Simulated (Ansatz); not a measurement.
# TaN (F-43m) in Ansatz: a series of runs

The runs below take TaN through relaxation of cell and atoms, single point, with BLYP, r2SCAN+D3(BJ), PBE.

Program: Ansatz 0.2.0. These are calculated values, not measurements. Logs are shortened: lines on timing, memory, paths and dates and some standing lists are left out, and cuts for length are marked.

**1. The structure**

Symmetry: F-43m, No. 216, cubic system. The conventional cell has a = 4.982 Å, b = 4.982 Å, c = 4.982 Å, α = 90.00°, β = 90.00°, γ = 90.00°. Ta (site symmetry -43m) is surrounded by 4 N at 2.16 Å. N (site symmetry -43m) is surrounded by 4 Ta at 2.16 Å.

The cell comes from a database or a generator and needn't be the stable form of this composition.

**2. Relaxation of cell and atoms, BLYP**

input.yaml

```yaml
crystal:
  lattice:
    - [0.0, 2.49114377, 2.49114377]
    - [2.49114377, 0.0, 2.49114377]
    - [2.49114377, 2.49114377, 0.0]
  atoms:
    - { symbol: Ta, position: [0.0, 0.0, 0.0] }
    - { symbol: "N", position: [0.25, 0.25, 0.25] }
hamiltonian:
  xc: blyp
  pseudopotentials: { kind: paw }
kpoints:
  mp_grid: { grid: [9, 9, 9] }
scf:
  occupations: { method: fermi_dirac, width: 0.05 }
output:
  forces: true
  stress: true
  eigenvalues: true
relax:
  f_tol: 0.01
  max_steps: 40
  cell: { stress_tol: 0.05 }
```

Potentials or basis: Ansatz PAW.

On the command line:

```sh
$ ansatz run input.yaml --threads 2 --pin off --max-ram 5632MiB --backend cpu --events-out ev --progress --plain --runs-dir out
```

What it wrote:

```text
Warning: RAYON_NUM_THREADS=2 ignored (pool sized by the plan → 2); use --threads N
Engine: ansatz 0.2.0, x86_64-unknown-linux-gnu
Pseudopotentials: kind: paw
Pseudopotential: Ta, paw, valence charge 13, recommended cutoff 420 eV (normal), Ta.paw.azcp
Pseudopotential: N, paw, valence charge 5, recommended cutoff 420 eV (normal), N.paw.azcp
Functional definition: BLYP
  parameter beta = 0.0042
  parameter a = 0.04918
  parameter b = 0.132
  parameter c = 0.2533
  parameter d = 0.349
  exchange = b88_x(beta = beta)
  correlation = lyp_c(a = a, b = b, c = c, d = d)
Crystal: 2 atoms, lattice volume = 30.919 Å³
Basis set: ecut = 420 eV, 609 PW (Γ), exchange–correlation on 48×48×48 points (8 copies of the dense FFT grid, shifted against one another)
Bands: 13, of which v1, the nominal top of the filled ones, is band 9 counted from 1 (8 counted from 0)
Symmetry: 24 space group operations
Space group: F-43m (ITA 216), of the structure as read, at distance tolerance 3.1e-5 Å
k-points: 35 of 729 (time reversal used)
Non-local potential: Ta, projectors of the file, l = 0: 3, l = 1: 2, l = 2: 2, l = 3: 1
Non-local potential: N, projectors of the file, l = 0: 2, l = 1: 2, l = 2: 1
PAW form: soft (Blöchl's): semilocal exchange-correlation on the pseudo side does not see the compensation charge
PAW frozen core: Ta, regenerated for the run's functional, and the local potential with it (the file was generated under x = pbe(κ = 0.804, μ = 0.2195149727645171), c = pbe(β = 0.06672455060314922))
PAW frozen core: N, regenerated for the run's functional, and the local potential with it (the file was generated under x = pbe(κ = 0.804, μ = 0.2195149727645171), c = pbe(β = 0.06672455060314922))
PAW one-centre angular grid: Ta, 590 points (default); XC on 64 Gauss nodes
PAW one-centre angular grid: N, 110 points (default); XC on 64 Gauss nodes
Initial density: superposition of atomic densities (neutral atoms: chi_scale 0, normalization atom), corrected by the library's trained network
Initial wavefunctions: pseudopotential atomic-orbital guess
Functional: x = b88, c = lyp
SCF iter   1: F=—  HF=-10342.863657 eV  |F-HF|=—  |Δ(HF+E_count)|=         —  Δρ=1.66e-2  dr2=7.86e-2  ethr=1.77e-3  ⟨swp⟩=6.3  Hψ=2369  notcnv=0
preconditioner: auto → none  [metal: Δε(μ)=0.079 eV  Ē_g=9.032 eV  σ=0.050 eV  W_gap=0.37  n_scr=8 (ndim 8)  ℏωp=21.1 eV  f_vac=0.000  D(μ)=1.61/eV (n_scr^D=14)  sad-step TF]
SCF iter   2: F=—  HF=-10342.848949 eV  |F-HF|=—  |Δ(HF+E_count)|=   1.47e-2  Δρ=8.32e-3  dr2=2.34e-2  ethr=4.37e-4  ⟨swp⟩=2.0  Hψ=832  notcnv=0
SCF iter   3: F=—  HF=-10342.844162 eV  |F-HF|=—  |Δ(HF+E_count)|=   4.79e-3  Δρ=8.71e-4  dr2=1.59e-4  ethr=1.30e-4  ⟨swp⟩=2.0  Hψ=754  notcnv=0
SCF iter   4: F=—  HF=-10342.844242 eV  |F-HF|=—  |Δ(HF+E_count)|=   7.95e-5  Δρ=1.58e-4  dr2=8.88e-6  ethr=8.83e-7  ⟨swp⟩=2.4  Hψ=733  notcnv=0
SCF iter   5: F=—  HF=-10342.844224 eV  |F-HF|=—  |Δ(HF+E_count)|=   1.78e-5  Δρ=2.37e-5  dr2=1.56e-7  ethr=4.93e-8  ⟨swp⟩=2.0  Hψ=735  notcnv=0
SCF iter   6: F=-10342.844224 eV  HF=-10342.844224 eV  |F-HF|=2.47e-9  |Δ(HF+E_count)|=   2.98e-8  Δρ=3.07e-6  dr2=1.82e-9  ethr=5.56e-10  ⟨swp⟩=5.0  Hψ=2003  notcnv=0
SCF 1 converged in 6 iterations: F = -10342.844224 eV  dr2 = 1.82e-9
relax step   1: F+E_penalty+E_count = -10342.84422415 eV  Δ(F+E_penalty+E_count) = +0.000e0 eV  max|allowed force component| = 3.608e-16 eV/Å  Δτ_max = 0.0000 Å  P = -19.244 GPa  Ω = 30.919 Å³  (6 SCF iters, dr2 threshold 1.00e-7 eV, accepted)
Crystal: 2 atoms, lattice volume = 26.582 Å³
Basis set: ecut = 420 eV, 531 PW (Γ), exchange–correlation on 48×48×48 points (8 copies of the dense FFT grid, shifted against one another)
Initial density: handed on by an earlier stage of this run
Initial wavefunctions: those handed on with the density
iter 1 solved again at ethr=9.81e-4 eV; its pass at ethr=3.10e-3 eV (dr2=1.77e-1 eV) is discarded
SCF iter   1: F=—  HF=-10343.060015 eV  |F-HF|=—  |Δ(HF+E_count)|=         —  Δρ=2.54e-2  dr2=1.79e-1  ethr=9.81e-4  ⟨swp⟩=1.0  Hψ=3135  notcnv=0
preconditioner: auto → none  [metal: Δε(μ)=0.053 eV  Ē_g=10.341 eV  σ=0.050 eV  W_gap=0.25  n_scr=8 (ndim 8)  ℏωp=22.8 eV  f_vac=0.000  D(μ)=1.29/eV (n_scr^D=14)]
SCF iter   2: F=—  HF=-10343.016065 eV  |F-HF|=—  |Δ(HF+E_count)|=   4.39e-2  Δρ=5.21e-3  dr2=8.16e-3  ethr=9.81e-4  ⟨swp⟩=2.0  Hψ=743  notcnv=0
SCF iter   3: F=—  HF=-10343.015169 eV  |F-HF|=—  |Δ(HF+E_count)|=   8.97e-4  Δρ=1.34e-3  dr2=3.09e-4  ethr=4.53e-5  ⟨swp⟩=1.4  Hψ=684  notcnv=0
SCF iter   4: F=—  HF=-10343.015288 eV  |F-HF|=—  |Δ(HF+E_count)|=   1.19e-4  Δρ=1.20e-4  dr2=2.17e-6  ethr=1.72e-6  ⟨swp⟩=2.4  Hψ=641  notcnv=0
SCF iter   5: F=—  HF=-10343.015257 eV  |F-HF|=—  |Δ(HF+E_count)|=   3.06e-5  Δρ=1.96e-5  dr2=4.07e-8  ethr=1.21e-8  ⟨swp⟩=2.2  Hψ=703  notcnv=0
[... 59 lines left out ...]
SCF iter   2: F=—  HF=-10343.050412 eV  |F-HF|=—  |Δ(HF+E_count)|=   3.47e-5  Δρ=4.89e-5  dr2=7.76e-7  ethr=9.57e-8  ⟨swp⟩=2.0  Hψ=583  notcnv=0
iter 3 did not close the SCF: its close was put off for the readings that it lacked (scf_convergence_deferred on its scf_iter line)
SCF iter   3: F=-10343.050412 eV  HF=-10343.050412 eV  |F-HF|=5.28e-9  |Δ(HF+E_count)|=   1.11e-7  Δρ=1.27e-5  dr2=3.03e-8  ethr=4.31e-9  ⟨swp⟩=2.1  Hψ=586  notcnv=0
iter 4 did not close the SCF: its close was put off for the readings that it lacked (scf_convergence_deferred on its scf_iter line)
SCF iter   4: F=-10343.050412 eV  HF=-10343.050412 eV  |F-HF|=4.35e-10  |Δ(HF+E_count)|=   1.08e-8  Δρ=2.37e-6  dr2=1.33e-9  ethr=1.68e-10  ⟨swp⟩=2.4  Hψ=637  notcnv=0
iter 5 did not close the SCF: its close was put off for the readings that it lacked (scf_convergence_deferred on its scf_iter line)
SCF iter   5: F=-10343.050412 eV  HF=-10343.050412 eV  |F-HF|=2.36e-11  |Δ(HF+E_count)|=  4.18e-11  Δρ=4.21e-7  dr2=4.47e-11  ethr=7.40e-12  ⟨swp⟩=2.5  Hψ=730  notcnv=0
SCF iter   6: F=-10343.050412 eV  HF=-10343.050412 eV  |F-HF|=5.46e-12  |Δ(HF+E_count)|=  5.46e-12  Δρ=7.38e-8  dr2=1.31e-12  ethr=1.00e-12  ⟨swp⟩=1.0  Hψ=1310  notcnv=0
SCF 7 converged in 6 iterations: F = -10343.050412 eV  dr2 = 1.31e-12
relax step   7: F+E_penalty+E_count = -10343.05041200 eV  Δ(F+E_penalty+E_count) = -1.310e-4 eV  max|allowed force component| = 2.128e-16 eV/Å  Δτ_max = 0.0000 Å  P = +0.002 GPa  Ω = 27.795 Å³  energy of the carried Pulay correction = +9.645e-5 eV  (6 SCF iters, dr2 threshold 2.00e-7 eV, accepted)
iter 1 solved again at ethr=5.63e-8 eV; its pass at ethr=3.10e-3 eV (dr2=1.01e-5 eV) is discarded
SCF iter   1: F=—  HF=-10343.050442 eV  |F-HF|=—  |Δ(HF+E_count)|=         —  Δρ=2.82e-6  dr2=1.25e-9  ethr=5.63e-8  ⟨swp⟩=3.1  Hψ=3615  notcnv=0
eigensolver tolerance schedule: the retry pair's looser diagonalisation over-reported the residual by 8128.86 of it (diagonalisation noise at 0.17 of the residual, at the tolerance the schedule requests for it); recorded, not acted on — ethr = c·dr2/N_el stays at c = 1.0e-1
preconditioner: auto → none  [metal: Δε(μ)=0.040 eV  Ē_g=9.853 eV  σ=0.050 eV  W_gap=0.20  n_scr=8 (ndim 8)  ℏωp=22.3 eV  f_vac=0.000  D(μ)=1.54/eV (n_scr^D=14)]
SCF iter   2: F=—  HF=-10343.050412 eV  |F-HF|=—  |Δ(HF+E_count)|=   2.99e-5  Δρ=1.61e-6  dr2=5.53e-10  ethr=6.93e-12  ⟨swp⟩=3.4  Hψ=1036  notcnv=0
SCF iter   3: F=—  HF=-10343.050412 eV  |F-HF|=—  |Δ(HF+E_count)|=  9.09e-12  Δρ=9.82e-7  dr2=1.71e-10  ethr=3.07e-12  ⟨swp⟩=1.0  Hψ=455  notcnv=0
SCF iter   4: F=—  HF=-10343.050412 eV  |F-HF|=—  |Δ(HF+E_count)|=  1.27e-11  Δρ=6.11e-7  dr2=6.01e-11  ethr=1.00e-12  ⟨swp⟩=1.0  Hψ=455  notcnv=0
iter 5 did not close the SCF: its close was put off for the readings that it lacked (scf_convergence_deferred on its scf_iter line)
SCF iter   5: F=-10343.050412 eV  HF=-10343.050412 eV  |F-HF|=0.00e0  |Δ(HF+E_count)|=  1.27e-11  Δρ=2.22e-7  dr2=5.46e-12  ethr=1.00e-12  ⟨swp⟩=1.0  Hψ=455  notcnv=0
SCF iter   6: F=-10343.050412 eV  HF=-10343.050412 eV  |F-HF|=3.64e-12  |Δ(HF+E_count)|=  3.64e-12  Δρ=2.53e-7  dr2=9.98e-12  ethr=1.00e-12  ⟨swp⟩=4.0  Hψ=1702  notcnv=0
SCF 8 converged in 6 iterations: F = -10343.050412 eV  dr2 = 9.98e-12
relax step   8: F+E_penalty+E_count = -10343.05041200 eV  Δ(F+E_penalty+E_count) = +7.276e-12 eV  max|allowed force component| = 2.405e-16 eV/Å  Δτ_max = 0.0000 Å  P = -0.001 GPa  Ω = 27.795 Å³  stress off target by 9.78e-4 GPa  SCF on the basis re-selected at this cell (its energy is not comparable with the rows above)  (6 SCF iters)
basis re-selected at this cell: Δ(F+E_penalty+E_count) = +7.276e-12 eV, ΔP = -0.003 GPa vs the last step (what re-selecting the basis moved, of the pressure what is left beyond the Pulay correction that the steps carried, after the strain that the cell walked since its last selection, with what the two solves' SCF thresholds leave and, on support functions, any second-order correction that the steps lacked; it is no measure of the basis error at this ecutwfc). This SCF's stress stands 9.78e-4 GPa from its target on what of the cell is left free (relax.cell.stress_tol is 5.00e-2 GPa) and its largest allowed force component is 2.41e-16 eV/Å (relax.f_tol is 1.00e-2 eV/Å): within both
SCF converged after 6 iterations
Free energy (F): -10343.050412 eV
Harris-Foulkes:  -10343.050412 eV  (|F-HF|=3.64e-12)
Internal energy: -10343.038446 eV  (E = F + TS)
E sigma→0 (E₀):  -10343.044429 eV
Entropy (-TS):   -0.011966 eV (-5.983 meV/atom)
Fermi energy:    16.278446 eV
--- Per-component energies (eV) ---
  E_band       = -132.911045
  E_kinetic    = 496.498877
  E_local      = -886.009627  (includes V_loc(G=0)·N_el)
  E_nonlocal   = 60.404009
  E_hartree    = 301.223596
  E_xc         = -273.715624
  E_vxc        = -274.182182  (∫ρ·V_xc dr)
  E_paw        = -8553.781652  (= ΣΔE_a)
  E_vpaw       = -132.069588  (= ΣTr[D̂ρ^β])
  E_aug_tail   = 0.000282  (compensation charges beyond the density's cutoff)
  E_ewald      = -1487.895343
  E_core_change = 0.237035  (= ΣΔE_core)
  E_smearing   = -0.011966  (= −TS)
  E_closure    = 0.000000  (closes the sum)
  Σ components = -10343.050412   (vs F -10343.050412, Δ=0.00e0)
--- Forces (eV/Å), atoms counted from 1 ---
  atom   1  Ta    -0.00000000    -0.00000000    -0.00000000
  atom   2  N      0.00000000     0.00000000     0.00000000
  max |Σ_I F_I| component: 7.40e-17 eV/Å
--- Stress (GPa, compression-positive) ---
       -0.000978      -0.000000      -0.000000
       -0.000000      -0.000978      -0.000000
       -0.000000      -0.000000      -0.000978
  P = ⅓ Tr σ = -0.0010 GPa (-0.010 kbar)
--- Band table (eV; the first three rows and the last of 35) ---
  k-point 0: bands = ["-53.0335", "-19.4370", "-19.4370", "-19.4370", "-0.9261", "9.5604", "9.5604", "9.5604", "15.2671", "16.7006", "16.7006", "21.6913", "21.6913"]
  k-point 1: bands = ["-53.0315", "-19.4820", "-19.4431", "-19.4431", "-0.7883", "9.3545", "9.6541", "9.6541", "15.8797", "16.5607", "16.5607", "21.3745", "21.8424"]
  k-point 2: bands = ["-53.0266", "-19.5942", "-19.4585", "-19.4585", "-0.4530", "9.0939", "9.8719", "9.8719", "16.4173", "16.4173", "17.1000", "20.7628", "21.8404"]
  k-point 34: bands = ["-53.0116", "-19.7344", "-19.6380", "-19.5609", "0.4741", "9.4279", "10.1513", "11.5257", "14.0210", "16.2648", "18.0077", "19.7674", "20.9856"]
--- Relaxed structure (6 steps of the walk, 6 accepted, 2 SCFs on fresh bases) ---
  F+E_penalty+E_count = -10343.05041200 eV   max|allowed force component| = 2.405e-16 eV/Å   (the final SCF, on the basis selected at the relaxed cell)
  cell:  # Å, volume = 27.7954 Å³
    - [5.4951452203965574e-33, 2.4042589088232655, 2.404258908823265]
    - [2.404258908823265, 6.651105302984036e-33, 2.404258908823265]
    - [2.404258908823265, 2.4042589088232655, 5.646361631239487e-33]
  atoms:
    - { symbol: Ta, position: [-2.5770357209414625e-34, 4.638664297694633e-34, 1.3658289320989756e-33] }
    - { symbol: N, position: [0.25, 0.25, 0.25] }
```

Run time: 10 s. Hardware: 2 threads of Intel Xeon at 2.70GHz, shared host; peak memory 0.34 GiB.

Results:

```yaml
Free_energy: -10343.0504 eV
Relaxed_volume: 13.90 Å³/atom
Relaxed_cell: a = 3.400 Å, b = 3.400 Å, c = 3.400 Å, α = 60.00°, β = 60.00°, γ = 60.00°
Space_group_after_relaxing_to_0.05_Å: F-43m (No. 216)
Energy_gained_by_relaxing: 103.1 meV/atom
Ionic_steps: 8
Pressure_after_relaxing: 0.0 GPa
Band_gap_on_the_k_mesh: none (metal or under the smearing width)
```

Step by step:
| step | energy change (eV) | largest force (eV/Å) | volume (Å³) |
| --- | --- | --- | --- |
| 1 | 0.0000 | 0.0000 | 30.92 |
| 2 | -0.1710 | 0.0000 | 26.58 |
| 3 | -0.2090 | 0.0000 | 28.06 |
| 4 | -0.2108 | 0.0000 | 27.85 |
| 5 | -0.2109 | 0.0000 | 27.83 |
| 6 | -0.2061 | 0.0000 | 27.83 |
| 7 | -0.2062 | 0.0000 | 27.80 |
| 8 | -0.2062 | 0.0000 | 27.80 |

Final structure:
```
CELL_PARAMETERS angstrom
0.00000 2.40426 2.40426
2.40426 0.00000 2.40426
2.40426 2.40426 0.00000
ATOMIC_POSITIONS crystal
Ta 0.00000 0.00000 0.00000
N 0.25000 0.25000 0.25000
```

Caveat: the plane-wave basis is chosen anew once the cell has moved, so the energies of steps on either side of that aren't comparable; the pressure holds a Pulay correction of +0.4 GPa for the finite cutoff; the PAW data sets come from PBE, with cores solved anew for the run's functional, which leaves a small shift of forces and pressure.

[end of part 1 of 2]
